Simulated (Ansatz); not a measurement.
# ZnSe (Stilleite) (F-43m) in Ansatz: a series of runs

The runs below take ZnSe (Stilleite) through single point, with PBE.

All numbers are computed with Ansatz 0.2.0; they aren't measurements. Logs are shortened: lines on timing, memory, paths and dates and some standing lists are left out, and cuts for length are marked.

**Measured values to compare with.**

“Alloy Disordering Effects on the Thermal Conductivity and Energy Gap Temperature Dependence of Cd1−xZnxSe Ternary Crystals Grown by the Bridgman Method”, 2023, pmc:10253836 reports, for a bulk crystal of ZnSe at 300 K: band gap 2.695 ± 0.003 eV (an exciton energy, a little under the gap).

How close the calculation comes is told below.

## 1. The crystal as given

It takes space group F-43m (No. 216, cubic). The conventional cell has a = 5.668 Å, b = 5.668 Å, c = 5.668 Å, α = 90.00°, β = 90.00°, γ = 90.00°. Se (site symmetry -43m) is surrounded by 4 Zn at 2.45 Å. Around Zn (site symmetry -43m) lie 4 Se at 2.45 Å.

## 2. Single point, PBE

Input file input.yaml:

```yaml
crystal:
  lattice:
    - [0.0, 2.8338, 2.8338]
    - [2.8338, 0.0, 2.8338]
    - [2.8338, 2.8338, 0.0]
  atoms:
    - { symbol: Se, position: [0.75, 0.75, 0.75] }
    - { symbol: Zn, position: [0.0, 0.0, 0.0] }
kpoints:
  mp_grid: { grid: [8, 8, 8] }
scf:
  occupations: { method: gaussian, width: 0.03 }
hamiltonian:
  xc: pbe
  pseudopotentials: { kind: all_electron, lapw: { basis_error: 0.001 } }
output:
  forces: true
  stress: true
  eigenvalues: true
```

Potentials or basis: all-electron LAPW, scalar-relativistic.

Launch:

```sh
ansatz run input.yaml --threads 1 --pin off --max-ram 3072MiB --backend cpu --events-out ev --progress --plain --runs-dir out
```

Standard output:

```text
Warning: RAYON_NUM_THREADS=1 ignored (pool sized by the plan → 1); use --threads N
LAPW: plane waves up to 9.032 Å⁻¹, error target 1.0e-3 eV per atom; small_component_spin mean_spin; Zn in spheres of 1.247 Å, 20 of its electrons in bands, Dirac shells []; Se in spheres of 1.207 Å, 24 of its electrons in bands, Dirac shells [] (how accurate: hamiltonian.pseudopotentials.lapw.basis_error, Limitations)
Engine: ansatz 0.2.0, x86_64-unknown-linux-gnu
Pseudopotentials: kind: all_electron
Pseudopotential: Se, LAPW, valence charge 24, lapw/all_electron/scalar/gaussian/Se, Koelling and Harmon's equation, gaussian nucleus
Pseudopotential: Zn, LAPW, valence charge 20, lapw/all_electron/scalar/gaussian/Zn, Koelling and Harmon's equation, gaussian nucleus
Functional definition: PBE
  parameter kappa = 0.804
  parameter beta = 0.06672455060314922
  exchange = pbe_x(kappa = kappa, mu = beta*pi^2/3)
  correlation = pbe_c(beta = beta)
Crystal: 2 atoms, lattice volume = 45.513 Å³
Basis set: ecut = 310.77737145820646 eV, 537 PW (Γ), exchange–correlation at level 2
Bands: 27, of which v1, the nominal top of the filled ones, is band 22 counted from 1 (21 counted from 0)
Symmetry: 24 space group operations
Space group: F-43m (ITA 216), of the structure as read, at distance tolerance 3.6e-5 Å
k-points: 29 of 512 (time reversal used)
Non-local potential: Se, projectors of the file, none
Non-local potential: Zn, projectors of the file, none
Initial density: superposition of atomic densities (chi_scale 0.1, normalization cell, long waves kept (reshape's long-wave potential 0.00 eV rms))
Initial wavefunctions: plane waves of lowest kinetic energy (no species holds an atomic orbital)
Functional: x = pbe(κ = 0.804, μ = 0.2195149727645171), c = pbe(β = 0.06672455060314922)
iter 1 solved again at ethr=1.62e-3 eV; its pass at ethr=1.00e-1 eV (dr2=7.13e-1 eV) is discarded
SCF iter   1: F=—  HF=-115000.392669 eV  |F-HF|=—  |Δ(HF+E_count)|=         —  Δρ=3.07e-2  dr2=7.14e-1  ethr=1.62e-3  ⟨swp⟩=2.0  Hψ=4933  notcnv=0
preconditioner: auto → none  [insulator: Δε(μ)=1.545 eV  Ē_g=12.185 eV  σ=0.030 eV  W_gap=1.00  n_scr=14 (ndim 8)  ℏωp=23.4 eV  f_vac=0.191  D(μ)=0.00/eV (n_scr^D=0)  ε∞_Penn≈4.7]
iter 2 solved again at ethr=7.18e-5 eV; its pass at ethr=1.62e-3 eV (dr2=3.16e-2 eV) is discarded
SCF iter   2: F=—  HF=-115000.177819 eV  |F-HF|=—  |Δ(HF+E_count)|=   2.15e-1  Δρ=9.43e-3  dr2=3.16e-2  ethr=7.18e-5  ⟨swp⟩=2.0  Hψ=4089  notcnv=0
SCF iter   3: F=—  HF=-115000.109519 eV  |F-HF|=—  |Δ(HF+E_count)|=   6.83e-2  Δρ=6.31e-3  dr2=1.52e-2  ethr=7.18e-5  ⟨swp⟩=3.0  Hψ=2541  notcnv=0
SCF iter   4: F=—  HF=-115000.102772 eV  |F-HF|=—  |Δ(HF+E_count)|=         —  Δρ=2.95e-3  dr2=3.46e-3  ethr=3.45e-5  ⟨swp⟩=2.0  Hψ=2322  notcnv=0
the basis was enlarged: its passes take 30.6 KiB over the memory plan, 1 of 1 planned eigensolver slots
SCF iter   5: F=—  HF=-115000.103006 eV  |F-HF|=—  |Δ(HF+E_count)|=   2.34e-4  Δρ=5.94e-4  dr2=1.08e-4  ethr=7.87e-6  ⟨swp⟩=2.0  Hψ=2257  notcnv=0
SCF iter   6: F=—  HF=-115000.103025 eV  |F-HF|=—  |Δ(HF+E_count)|=   1.86e-5  Δρ=8.87e-5  dr2=2.70e-6  ethr=2.45e-7  ⟨swp⟩=2.2  Hψ=2234  notcnv=0
SCF iter   7: F=-115000.103031 eV  HF=-115000.103031 eV  |F-HF|=5.25e-8  |Δ(HF+E_count)|=   6.26e-6  Δρ=1.16e-5  dr2=5.80e-8  ethr=6.14e-9  ⟨swp⟩=3.0  Hψ=2358  notcnv=0
SCF 1 converged in 7 iterations: F = -115000.103031 eV  dr2 = 5.80e-8
SCF converged after 7 iterations
Free energy (F): -115000.103031 eV
Harris-Foulkes:  -115000.103031 eV  (|F-HF|=5.25e-8)
Internal energy: -115000.103031 eV  (E = F + TS)
E sigma→0 (E₀):  -115000.103031 eV
Fermi energy:    8.688423 eV
--- Per-component energies (eV) ---
  E_band       = -2238.179036
  E_kinetic    = 117467.982539
  E_xc         = -4346.730513
  E_electrostatic = -228121.355058  (all electrons and nuclei)
  E_smearing   = -0.000000  (= −TS)
  E_closure    = 0.000000  (closes the sum)
  E_atoms      = -114994.086913  (free atoms, spherical and without spin; not in F)
  Σ components = -115000.103031   (vs F -115000.103031, Δ=0.00e0)
  Basis errors (estimates in eV, not in F): energy 4.4e-4 per atom: plane waves 4.0e-4 (2.4e-4 summed), levels above the bands 0.0e0, relativity 4.1e-8, radial functions 3.8e-5, core shells 4.4e-10; eigenvalues (radial functions only) 1.6e-6; not estimated: angular momenta, meshes, grids; target (lapw.basis_error) 1.0e-3; muffin-tin radii Zn 1.247 Å, Se 1.207 Å
--- Forces (eV/Å), atoms counted from 1 ---
  atom   1  Se    -0.00000000    -0.00000000     0.00000000
  atom   2  Zn     0.00000000    -0.00000000    -0.00000000
  max |Σ_I F_I| component: 4.63e-17 eV/Å
--- Stress (GPa, compression-positive) ---
        2.124110      -0.000000      -0.000000
       -0.000000       2.124110       0.000000
       -0.000000       0.000000       2.124110
  P = ⅓ Tr σ = 2.1241 GPa (21.241 kbar)
--- Band table (eV; the first three rows and the last of 29) ---
  k-point 0: bands = ["-199.1286", "-138.5953", "-138.5953", "-138.5953", "-117.1573", "-71.3257", "-71.3257", "-71.3257", "-38.8128", "-38.8128", "-38.8128", "-38.8086", "-38.8086", "-5.2173", "1.5043", "1.5043", "1.5043", "1.8747", "1.8747", "8.0429", "8.0429", "8.0429", "9.3332", "13.8549", "13.8549", "13.8549", "17.9737"]
  k-point 1: bands = ["-199.1286", "-138.5953", "-138.5953", "-138.5953", "-117.1573", "-71.3257", "-71.3257", "-71.3257", "-38.8128", "-38.8128", "-38.8128", "-38.8086", "-38.8086", "-5.1167", "1.5113", "1.5202", "1.5202", "1.8733", "1.8733", "6.7274", "7.8912", "7.8912", "10.3185", "13.7945", "14.1085", "14.1085", "18.7370"]
  k-point 2: bands = ["-199.1286", "-138.5953", "-138.5953", "-138.5953", "-117.1573", "-71.3257", "-71.3257", "-71.3257", "-38.8128", "-38.8127", "-38.8127", "-38.8086", "-38.8086", "-4.8555", "1.5550", "1.5550", "1.5667", "1.8748", "1.8748", "5.0004", "7.5669", "7.5669", "10.7932", "14.4866", "14.4866", "14.6095", "18.4975"]
  k-point 28: bands = ["-199.1286", "-138.5953", "-138.5953", "-138.5953", "-117.1573", "-71.3257", "-71.3257", "-71.3257", "-38.8128", "-38.8127", "-38.8125", "-38.8086", "-38.8085", "-4.1561", "1.6216", "1.7118", "1.8419", "1.8451", "2.1749", "3.3625", "5.2841", "5.3839", "13.5255", "13.5984", "15.0147", "15.7564", "19.7574"]
```

It took 27 s on 1 thread of Intel Xeon at 2.50GHz (Skylake/Cascade Lake), shared host; peak memory 0.32 GiB.

What came out:

| Property | Result |
| --- | --- |
| Free energy | -115000.1030 eV |
| Pressure | 2.1 GPa |
| Band gap on the k mesh | 1.29 eV, direct |

## 3. Single point, PBE

Changes to input.yaml since step 2:

```diff
@@ -11,3 +11,3 @@
 scf:
-  occupations: { method: gaussian, width: 0.03 }
+  occupations: { method: gaussian, width: 0.024 }
 hamiltonian:
```

Potentials or basis: all-electron LAPW, scalar-relativistic.

Launch:

```sh
ansatz run input.yaml --threads 1 --pin off --max-ram 3072MiB --backend cpu --events-out ev --progress --plain --runs-dir out
```

Wall time 25 s (1 thread of Intel Xeon at 2.50GHz (Skylake/Cascade Lake), shared host); peak memory 0.32 GiB.

It converged, with:

```yaml
Free_energy: -115000.1030 eV
Pressure: 2.1 GPa
Band_gap_on_the_k_mesh: 1.29 eV, direct
```

Levels at points of the mesh, in eV from the valence-band top:
| k point | band 18 | band 19 | band 20 | band 21 | band 22 | band 23 | band 24 | band 25 | band 26 | band 27 |
| --- | --- | --- | --- | --- | --- | --- | --- | --- | --- | --- |
| (0.00, 0.00, 0.00) | -6.17 | -6.17 | 0.00 | 0.00 | 0.00 | 1.29 | 5.81 | 5.81 | 5.81 | 9.93 |
| (0.00, 0.00, -0.50) | -6.15 | -6.01 | -5.22 | -0.87 | -0.87 | 2.55 | 6.39 | 6.39 | 8.57 | 10.97 |
| (0.00, -0.50, -0.50) | -6.12 | -5.99 | -4.75 | -2.18 | -2.18 | 2.99 | 3.47 | 10.73 | 11.25 | 11.25 |

## 4. How close it comes

Step 2. Measured gap of ZnSe: 2.695 eV (an exciton energy, a little under the gap; 300 K; “Alloy Disordering Effects on the Thermal Conductivity and Energy Gap Temperature Dependence of Cd1−xZnxSe Ternary Crystals Grown by the Bridgman Method”, 2023, pmc:10253836). This calculation gives 1.29 eV (-1.40 eV). So large a miss can be the level of theory's own, or it may mean another phase, state or a wrong row. Spin-orbit coupling on Se is left out. The value is that of PBE, without temperature or zero-point motion. Semilocal functionals fall short of measured gaps as a rule.

Step 3. Measured gap of ZnSe: 2.695 eV (an exciton energy, a little under the gap; 300 K; “Alloy Disordering Effects on the Thermal Conductivity and Energy Gap Temperature Dependence of Cd1−xZnxSe Ternary Crystals Grown by the Bridgman Method”, 2023, pmc:10253836). This calculation gives 1.29 eV (-1.40 eV). So large a miss can be the level of theory's own, or it may mean another phase, state or a wrong row. Spin-orbit coupling on Se is left out. The value is that of PBE, without temperature or zero-point motion. Semilocal functionals fall short of measured gaps as a rule.
